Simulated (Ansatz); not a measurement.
# CsH: the cost of one run

Program: Ansatz 0.2.0. Level of theory: DFT r2SCAN, scalar-relativistic, plane waves, PAW. These are calculated values, not measurements.

1 further run of the same task is left out (set aside as unsound or not needed).

## (1) The system as given

The structure is cubic, space group Fm-3m (No. 225). Conventional cell: a = 6.376 Å, b = 6.376 Å, c = 6.376 Å, α = 90.00°, β = 90.00°, γ = 90.00°. Cs (site symmetry m-3m) is surrounded by 6 H at 3.19 Å. H (site symmetry m-3m) has 6 Cs at 3.19 Å in its first shell of neighbours.

As a file:

```cif
data_structure
_symmetry_space_group_name_H-M 'P 1'
_symmetry_Int_Tables_number 1
_cell_length_a 4.5085
_cell_length_b 4.5085
_cell_length_c 4.5085
_cell_angle_alpha 60.000
_cell_angle_beta 60.000
_cell_angle_gamma 60.000
_cell_volume 64.80
loop_
_atom_site_label
_atom_site_type_symbol
_atom_site_fract_x
_atom_site_fract_y
_atom_site_fract_z
_atom_site_occupancy
Cs1 Cs 0.00000 0.00000 0.00000 1
H1 H 0.50000 0.50000 0.50000 1
```

This cell was relaxed beforehand with the same method: volume 32.40 Å³/atom, gap on the mesh 2.68 eV.

## (2) Bands, states and charges

Contents of input.yaml:

```yaml
crystal:
  lattice:
    - [0.0, 3.188, 3.188]
    - [3.188, 0.0, 3.188]
    - [3.188, 3.188, 0.0]
  atoms:
    - { symbol: Cs, position: [0.0, 0.0, 0.0] }
    - { symbol: H, position: [0.5, 0.5, 0.5] }
basis:
  ecutwfc: 500
kpoints:
  mp_grid: { grid: [6, 6, 6] }
  band_path:
    path:
      - [[0.0, 0.0, 0.0], [0.5, 0.0, 0.5], [0.625, 0.25, 0.625]]
      - [[0.375, 0.375, 0.75], [0.0, 0.0, 0.0], [0.5, 0.5, 0.5], [0.5, 0.25, 0.75], [0.5, 0.0, 0.5]]
    npoints: 14
hamiltonian:
  xc: r2scan
scf:
  occupations: { method: gaussian, width: 0.02 }
  n_extra_bands: 6
output:
  forces: true
  stress: true
  eigenvalues: true
  populations: true
  dos: { projected: true, de: 0.02, nscf_kmesh: { grid: [9, 9, 9] } }
  bader: true
  write_density: true
  write_potential: true
  elf: true
  volumetric_format: npy
```

Launch:

```console
$ ansatz run input.yaml --threads 1 --pin off --max-ram 2560MiB --backend cpu --events-out ev --progress --plain --runs-dir out
```

Q: Estimate wall time and peak memory on 1 thread of Arm Neoverse V2, shared host.

About 14 s, with a peak of 0.48 GiB.
